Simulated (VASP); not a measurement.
# Te (R-3m) in VASP: settings compared

Aim: see how the results for Te move with the level of theory and the settings. Levels: vdW-DF-cx, vdW-DF, BEEF-vdW. Tasks: relaxation of cell and atoms.

Program: VASP 6.6.1. These are calculated values, not measurements. Logs are shortened: lines on timing, memory, paths and dates and some standing lists are left out, and cuts for length are marked.

## Step 1: The crystal as given

It takes space group R-3m (No. 166, trigonal). Conventional cell: a = 4.612 Å, b = 4.612 Å, c = 5.073 Å, α = 90.00°, β = 90.00°, γ = 120.00°. Around Te (site symmetry -3m) lie 6 Te at 3.15 Å.

This isn't the form of Te at room conditions, which is trigonal, of chains.

## Step 2: Relaxation of cell and atoms, vdW-DF-cx

Input file INCAR:

```
SYSTEM = Te
PREC = Accurate ; ENCUT = 600
EDIFF = 1E-6 ; ISMEAR = -1
SIGMA = 0.05 ; LREAL = .False.
LASPH = .True. ; NELM = 60
ALGO = Normal ; ISIF = 3
LWAVE = .False. ; LCHARG = .False.
GGA = CX ; LUSE_VDW = .True.
AGGAC = 0.0 ; IBRION = 2
NSW = 60 ; EDIFFG = -0.005
```

Input file KPOINTS:

```
regular mesh
0
Gamma
  9 9 9
  0 0 0
```

Input file POSCAR:

```
Te
1.0
    2.3059043427      1.3313144930      1.6909537039
   -2.3059043427      1.3313144930      1.6909537039
    0.0000000000     -2.6626289860      1.6909537039
Te
1
Direct
    0.5000000000      0.5000000000      0.5000000000
```

Potentials or basis: VASP PAW PBE potentials, release 64 (Te).

Command:

```console
$ cat potpaw_PBE.64/Te/POTCAR > POTCAR
$ mpirun -np 1 vasp_std > vasp.out
```

OUTCAR:

```text
SYSTEM = Te
   PREC = Accurate
   ENCUT = 600
   EDIFF = 1E-6
   ISMEAR = -1
   LREAL = .False.
   LASPH = .True.
   NELM = 60
   ISIF = 3
   GGA = CX
   IBRION = 2
   NSW = 60
   EDIFFG = -0.005

 ion  position               nearest neighbor table
   1  0.500  0.500  0.500-

  LATTYP: Found a trigonal (rhomboedric) cell.
 ALAT       =     3.1541904739
 COS(alpha) =    -0.0688991668

  Lattice vectors:

 A1 = (   2.3059043427,   1.3313144930,   1.6909537039)
 A2 = (  -2.3059043427,   1.3313144930,   1.6909537039)
 A3 = (   0.0000000000,  -2.6626289860,   1.6909537039)

Analysis of symmetry for initial positions (statically):
=====================================================================
 Subroutine PRICEL returns:
 Original cell was already a primitive cell.

 Routine SETGRP: Setting up the symmetry group for a
 trigonal (rhombohedral) supercell.

 Subroutine GETGRP returns: Found 12 space group operations
 (whereof 12 operations were pure point group operations)
 out of a pool of 12 trial point group operations.

The static configuration has the point symmetry D_3d.

Analysis of symmetry for dynamics (positions and initial velocities):
=====================================================================
 Subroutine PRICEL returns:
 Original cell was already a primitive cell.

 Routine SETGRP: Setting up the symmetry group for a
 trigonal (rhombohedral) supercell.

 Subroutine GETGRP returns: Found 12 space group operations
 (whereof 12 operations were pure point group operations)
 out of a pool of 12 trial point group operations.

The dynamic configuration has the point symmetry D_3d.

 Subroutine INISYM returns: Found 12 space group operations
 (whereof 12 operations are pure point group operations),
 and found     1 'primitive' translations

----------------------------------------------------------------------------------------

                                     Primitive cell

  volume of cell :      31.1462

  direct lattice vectors                    reciprocal lattice vectors
     2.305904343  1.331314493  1.690953704     0.216834667  0.125189553  0.197127415
    -2.305904343  1.331314493  1.690953704    -0.216834667  0.125189553  0.197127415
     0.000000000 -2.662628986  1.690953704     0.000000000 -0.250379107  0.197127415

  length of vectors
     3.154190474  3.154190474  3.154190474     0.318667405  0.318667405  0.318667405

  position of ions in fractional coordinates (direct lattice)
     0.500000000  0.500000000  0.500000000

  ion indices of the primitive-cell ions
   primitive index   ion index
[... 89 lines left out ...]
   EFERMI_NEDOS =   21; number of points for ismear=-14 and -15
   IALGO  =     38    algorithm
   IMIX   =      4    mixing-type and parameters
     AMIX     =   0.40;   BMIX     =  1.00
     AMIX_MAG =   1.60;   BMIX_MAG =  1.00
  volume/ion in A,a.u.               =      31.15       210.18
  Fermi-wavevector in a.u.,A,eV,Ry     =   0.945490  1.786717 12.162947  0.893951
  Thomas-Fermi vector in A             =   2.073397
   LORBIT       =      0    0 simple, 1 ext, 2 COOP (PROOUT), +10 PAW based schemes
   GGA     = CX    functional components
   LHFCALC =     F    Hartree Fock is set to
   AEXX    =    0.0000 exact exchange contribution
   IVDW_NL    =     1    kernel type
   BPARAM     = 6.3000
   IVDW    =     0    specifies the selected vdW correction
   LEPSILON=     F    determine dielectric tensor
   LRPA    =     F    only Hartree local field effects (RPA)
 conjugate gradient relaxation of ions
 non-spin polarized calculation
  energy-cutoff  :      600.00
  volume of cell :       31.15
 maximum number of plane-waves:      1069
 NGX is ok and might be reduce to    28
   NGX = 13   NGY = 13   NGZ = 13

--------------------------------------- Ionic step        1  -------------------------------------------

 number of electron       5.9999999 magnetization

 Free energy of the ion-electron system (eV)
  ---------------------------------------------------
  ext. energy  EPLUGINS =         0.00000000
  ---------------------------------------------------
  free energy    TOTEN  =        -1.35359732 eV

  energy without entropy =       -1.34821938  energy(sigma->0) =       -1.35090835

------------------------ aborting loop because EDIFF is reached ----------------------------------------

  FORCE on cell =-STRESS in cart. coord.  units (eV):
  Direction    XX          YY          ZZ          XY          YZ          ZX
  --------------------------------------------------------------------------------------
  -------------------------------------------------------------------------------------
  Total        0.1548838      0.1548838      0.1176089      0.0000000      0.0000000      0.0000000
  in kB        7.9673111      7.9673111      6.0498662      0.0000000      0.0000000      0.0000000
  external PRESSURE =       7.3281628 kB  Pullay stress =       0.0000000 kB
[... 61 lines left out ...]
--------------------------------------- Ionic step        3  -------------------------------------------

 number of electron       6.0000000 magnetization

 Free energy of the ion-electron system (eV)
  ---------------------------------------------------
  ext. energy  EPLUGINS =         0.00000000
  ---------------------------------------------------
  free energy    TOTEN  =        -1.35448867 eV

  energy without entropy =       -1.34913485  energy(sigma->0) =       -1.35181176

 E-fermi :   6.8202     XC(G=0):  -9.5188

 val. band max:        6.8094198051   @ k =  -0.3333   0.4444   0.2222
 cond. band min:       6.8365884528   @ k =   0.2222   0.1111   0.0000
 fundamental gap:      0.0271686477
 Fermi energy:         6.8202024324

 k-point     1 :       0.0000    0.0000    0.0000
  band No.  band energies     occupation
      1      -7.0567      2.00000
      2       7.7563      0.00000
      3       8.2335      0.00000
      4       8.2335      0.00000
      5      12.9447      0.00000
      6      12.9447      0.00000
      7      13.4354      0.00000
[... 221 lines left out ...]
 k-point    24 :       0.4444    0.4444    0.0000
  band No.  band energies     occupation
      1      -3.5428      2.00000
      2       2.0154      2.00000
      3       2.6702      2.00000
      4       9.2522      0.00000
      5      10.5856      0.00000
      6      17.0471      0.00000
      7      18.9368      0.00000

 [... further k-points ...]

------------------------ aborting loop because EDIFF is reached ----------------------------------------

  FORCE on cell =-STRESS in cart. coord.  units (eV):
  Direction    XX          YY          ZZ          XY          YZ          ZX
  --------------------------------------------------------------------------------------
  -------------------------------------------------------------------------------------
  Total        0.0008433      0.0008433      0.0001330      0.0000000      0.0000000      0.0000000
  in kB        0.0428465      0.0428465      0.0067587      0.0000000      0.0000000      0.0000000
  external PRESSURE =       0.0308173 kB  Pullay stress =       0.0000000 kB
[... 20 lines left out ...]
  energy  without entropy=       -1.3491348477  energy(sigma->0) =       -1.35181176

Total vdW correction in eV:      1.1286537

 reached required accuracy - stopping structural energy minimisation
```

CONTCAR:

```text
Te
   1.00000000000000
     2.3163038772406948    1.3373186670667423    1.6967445007532562
    -2.3163038772406948    1.3373186670667423    1.6967445007532562
    -0.0000000000000000   -2.6746373341334846    1.6967445007532562
  Te
     1
Direct
     0.5000000000000000    0.5000000000000000    0.5000000000000000

  0.00000000E+00  0.00000000E+00  0.00000000E+00
```

It took 43 s on 1 thread of Intel Xeon 6975P-C (Granite Rapids), shared host; peak memory 0.34 GiB.

What came out:

```yaml
Free_energy: -1.3545 eV
Relaxed_volume: 31.54 Å³/atom
Relaxed_cell: a = 3.167 Å, b = 3.167 Å, c = 3.167 Å, α = 93.99°, β = 93.99°, γ = 93.99°
Space_group_after_relaxing_to_0.05_Å: R-3m (No. 166)
Energy_gained_by_relaxing: 0.9 meV/atom
Ionic_steps: 3
Pressure_after_relaxing: 0.0 GPa
Band_gap_on_the_k_mesh: none (metal or under the smearing width)
```

The path:
| step | energy change (eV) | largest force (eV/Å) | pressure (GPa) | volume (Å³) |
| --- | --- | --- | --- | --- |
| 1 | 0.0000 | 0.0000 | 0.73 | 31.15 |
| 2 | -0.0005 | 0.0000 | -0.45 | 31.79 |
| 3 | -0.0009 | 0.0000 | 0.00 | 31.54 |

Final structure:
```
Te
1.0
     2.31630    1.33732    1.69674
    -2.31630    1.33732    1.69674
     0.00000   -2.67464    1.69674
Te
1
Cartesian
  0.0000 0.0000 2.5451
```

Caveat: the PAW data sets were made with another functional, which shifts forces and pressure a little. Spin-orbit coupling is left out, which matters for the levels of Te.

## Step 3: Relaxation of cell and atoms, vdW-DF

Input file INCAR:

```
SYSTEM = Te
AGGAC    = 0.0          
ALGO     = Normal         ! electronic algorithm
EDIFF    = 1E-6           ! SCF threshold, eV
EDIFFG   = -0.01          ! ionic threshold
ENCUT    = 600            ! plane-wave cutoff, eV
GGA      = RE             ! functional
IBRION   = 2              ! ionic algorithm
ISIF     = 3              ! what is computed and relaxed
ISMEAR   = -1             ! smearing method
LASPH    = .TRUE.         ! aspherical terms in the spheres
LCHARG   = .FALSE.        ! write CHGCAR
LREAL    = .FALSE.        ! projectors in reciprocal space
LUSE_VDW = .TRUE.       
LWAVE    = .FALSE.        ! write WAVECAR
NELM     = 80             ! most SCF steps
NSW      = 40             ! ionic steps
PREC     = Accurate       ! precision mode
SIGMA    = 0.05           ! smearing width, eV
```

Input file KPOINTS:

```
k-points
0
G
  9 9 9
  0 0 0
```

POSCAR is that of step 2.

Potentials or basis: VASP PAW PBE potentials, release 64 (Te).

Command:

```console
$ cat potpaw_PBE.64/Te/POTCAR > POTCAR
$ mpirun -np 1 vasp_std > vasp.out
```

Wall time 2.5 min (1 thread of Intel Xeon 6975P-C (Granite Rapids), shared host); peak memory 0.34 GiB.

The run converged. Its results:

| Item | Value |
| --- | --- |
| Free energy | -0.7540 eV |
| Relaxed volume | 35.07 Å³/atom |
| Relaxed cell | a = 3.273 Å, b = 3.273 Å, c = 3.273 Å, α = 90.53°, β = 90.53°, γ = 90.53° |
| Space group after relaxing (to 0.05 Å) | R-3m (No. 166) |
| Energy gained by relaxing | 67.9 meV/atom |
| Ionic steps | 10 |
| Pressure after relaxing | 0.0 GPa |
| Band gap on the k mesh | none (metal or under the smearing width) |

Step by step:
| step | energy change (eV) | largest force (eV/Å) | pressure (GPa) | volume (Å³) |
| --- | --- | --- | --- | --- |
| 1 | 0.0000 | 0.0000 | 6.05 | 31.15 |
| 2 | -0.0490 | 0.0000 | -1.99 | 36.75 |
| 3 | -0.0619 | 0.0000 | 0.02 | 34.78 |
| 4 | -0.0619 | 0.0000 | -0.07 | 34.86 |
| 5 | -0.0631 | 0.0000 | -0.08 | 34.91 |
| 6 | -0.0658 | 0.0000 | -0.11 | 35.03 |
| 7 | -0.0677 | 0.0000 | -0.18 | 35.22 |
| 8 | -0.0678 | 0.0000 | -0.19 | 35.23 |
| 9 | -0.0673 | 0.0000 | 0.50 | 34.67 |
| 10 | -0.0679 | 0.0000 | 0.01 | 35.07 |

Final structure:
```cif
data_structure
_symmetry_space_group_name_H-M 'P 1'
_symmetry_Int_Tables_number 1
_cell_length_a 3.2733
_cell_length_b 3.2733
_cell_length_c 3.2733
_cell_angle_alpha 90.535
_cell_angle_beta 90.535
_cell_angle_gamma 90.535
_cell_volume 35.07
loop_
_atom_site_label
_atom_site_type_symbol
_atom_site_fract_x
_atom_site_fract_y
_atom_site_fract_z
_atom_site_occupancy
Te1 Te 0.50000 0.50000 0.50000 1
```

Levels at points of the mesh, in eV from the Fermi level:
```csv
k point,band 1,band 2,band 3,band 4,band 5,band 6,band 7
"(0.00, 0.00, 0.00)",-13.09,1.03,1.09,1.09,6.26,6.26,6.55
```

Caveat: the PAW data sets were made with another functional, which shifts forces and pressure a little.

## Step 4: Relaxation of cell and atoms, BEEF-vdW

Input file INCAR:

```
SYSTEM = Te
ALGO = Normal
EDIFF = 1E-6
EDIFFG = -0.02
ENCUT = 600
GGA = BF
IBRION = 2
ISIF = 3
ISMEAR = -1
LASPH = .TRUE.
LCHARG = .FALSE.
LREAL = .FALSE.
LUSE_VDW = .TRUE.
LWAVE = .FALSE.
NELM = 80
NSW = 60
PREC = Accurate
SIGMA = 0.05
ZAB_VDW = -1.8867
```

KPOINTS is that of step 3.

POSCAR is that of step 3.

Command:

```console
$ cat potpaw_PBE.64/Te/POTCAR > POTCAR
$ mpirun -np 1 vasp_std > vasp.out
```

It took 2.3 min on 1 thread of Intel Xeon 6975P-C (Granite Rapids), shared host; peak memory 0.34 GiB.

The run converged. Its results:

| Item | Value |
| --- | --- |
| Free energy | -1.0944 eV |
| Relaxed volume | 33.79 Å³/atom |
| Relaxed cell | a = 3.234 Å, b = 3.234 Å, c = 3.234 Å, α = 91.19°, β = 91.19°, γ = 91.19° |
| Space group after relaxing (to 0.05 Å) | R-3m (No. 166) |
| Energy gained by relaxing | 32.0 meV/atom |
| Ionic steps | 9 |
| Pressure after relaxing | 0.0 GPa |
| Band gap on the k mesh | none (metal or under the smearing width) |

Step by step:
| step | energy change (eV) | largest force (eV/Å) | pressure (GPa) | volume (Å³) |
| --- | --- | --- | --- | --- |
| 1 | 0.0000 | 0.0000 | 3.98 | 31.15 |
| 2 | -0.0219 | 0.0000 | -1.45 | 34.76 |
| 3 | -0.0277 | 0.0000 | 0.01 | 33.54 |
| 4 | -0.0277 | 0.0000 | -0.05 | 33.59 |
| 5 | -0.0285 | 0.0000 | -0.07 | 33.63 |
| 6 | -0.0305 | 0.0000 | -0.10 | 33.74 |
| 7 | -0.0319 | 0.0000 | -0.18 | 33.93 |
| 8 | -0.0315 | 0.0000 | 0.46 | 33.45 |
| 9 | -0.0320 | 0.0000 | 0.01 | 33.79 |

Final structure:
```xyz
1
Lattice="2.3101 1.3337 1.8276 -2.3101 1.3337 1.8276 0.0000 -2.6675 1.8276" Properties=species:S:1:pos:R:3 pbc="T T T"
Te    0.0000    0.0000    2.7415
```

Levels at points of the mesh, in eV from the Fermi level:
```csv
k point,band 1,band 2,band 3,band 4,band 5,band 6,band 7
"(0.00, 0.00, 0.00)",-13.35,1.04,1.17,1.17,6.11,6.11,6.55
```

Caveat: the PAW data sets were made with another functional, which shifts forces and pressure a little. The run has no spin-orbit coupling, so splittings on Te are missing.

## Step 5: Summary

```csv
level,gap on the mesh (eV),pressure (GPa),relaxed volume (Å³/atom)
vdW-DF-cx,none,0.0,31.54
vdW-DF,none,0.0,35.07
BEEF-vdW,none,0.0,33.79
```

Alike in all rows: task relaxation of cell and atoms; potentials or basis VASP PAW PBE potentials, release 64 (Te); no spin polarisation; cell relaxed; k mesh 9 × 9 × 9; cutoff (eV) 600; smearing fermi-dirac 0.05 eV.

Caveats: the PAW data sets were made with another functional, which shifts forces and pressure a little.

Absolute energies hang on the potentials; compare differences alone.
